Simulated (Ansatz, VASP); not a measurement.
# One calculation of CdSe (Cadmoselite), two programs

```
Cd Se
1.0
     4.30000    0.00000    0.00000
    -2.15000    3.72391    0.00000
     0.00000    0.00000    7.02000
Cd Se
2 2
Direct
  0.33333 0.66667 0.00000
  0.66667 0.33333 0.50000
  0.33333 0.66667 0.38500
  0.66667 0.33333 0.88500
```

Alike in both runs: task single point; functional BLYP; k mesh 6 × 6 × 4; no spin polarisation.

```csv
,VASP,Ansatz
version,VASP 6.6.1,Ansatz 0.2.0
potentials or method,"VASP PAW PBE potentials, release 64 (Cd, Se)","plane waves, PAW"
plane-wave cutoff (eV),520,420
occupations,"gaussian, width 0.01 eV",fixed
valence electrons in the cell,36,72
```

```csv
,VASP,Ansatz,Ansatz less VASP
pressure (GPa),6.4,5.9,-0.46
largest component of the traceless stress (GPa),1.49,1.41,-0.075
rms of the force components (eV/Å),0.184,0.176,-0.0072
```

Atom by atom the forces differ by 0.007 eV/Å (rms over components). The two sets of potentials don't hold the same shells in valence.

Caveats: the PAW data sets were made with another functional, which shifts forces and pressure a little (VASP). BLYP gaps usually lie below the measured ones, often by a third to a half.
